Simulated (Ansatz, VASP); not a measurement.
**AlN: VASP beside Ansatz**

```
CELL_PARAMETERS angstrom
3.11000 0.00000 0.00000
-1.55500 2.69334 0.00000
0.00000 0.00000 4.93020
ATOMIC_POSITIONS crystal
Al 0.66667 0.33333 0.99904
Al 0.33333 0.66667 0.49904
N 0.66667 0.33333 0.38296
N 0.33333 0.66667 0.88296
```

Change from the starting cell: z stretched by -1 %, ions relaxed.

Alike in both runs: functional PBE; k mesh 11 × 11 × 6; occupations fermi-dirac, width 0.02 eV; no spin polarisation.

Ansatz relaxed the structure, and its values are those at the end. VASP's run is a single point on that final structure, the one shown.

|  | VASP | Ansatz |
| --- | --- | --- |
| version | VASP 6.6.1 | Ansatz 0.2.0 |
| potentials or method | VASP PAW PBE potentials, release 64 (Al, N) | plane-wave PAW, scalar-relativistic |
| plane-wave cutoff (eV) | 520 | 420 |
| valence electrons in the cell | 16 | 16 |

```tsv
	VASP	Ansatz	Ansatz less VASP
gap on the k mesh at the Fermi level (eV)	4.25	4.24	-0.011
pressure (GPa)	5.9	6.1	+0.25
```

Ansatz warned: «stress_scf_threshold_loose».

Caveats: an odd mesh through Γ misses points on the zone boundary, where band edges often lie.
